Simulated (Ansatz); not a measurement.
# Mn (simple cubic): energy against volume

These are results of Ansatz, DFT, revPBE, plane waves (420 eV) with PAW, scalar-relativistic, not measurements. (PAW data from PBE, frozen cores regenerated.)

The cell is scaled uniformly from the relaxed one, with fractional coordinates and shape fixed. Energies are extrapolated to zero smearing, pressures are those at the given smearing. Magnetic state: antiferromagnetic.

A Birch-Murnaghan fit gives V₀ = 14.06 Å³/atom, B₀ = 75 GPa, B₀′ = 6.8.

(1) What are the energy above the minimum and the pressure at 12.352 Å³/atom?

(2) What are the energy above the minimum and the pressure at 12.914 Å³/atom?

(3) What are the energy above the minimum and the pressure at 13.475 Å³/atom?

Results:

(1) 68.1 meV/atom and 14.71 GPa as computed.

(2) 27.5 meV/atom and 8.47 GPa as computed.

(3) 6.3 meV/atom and 3.70 GPa as computed.
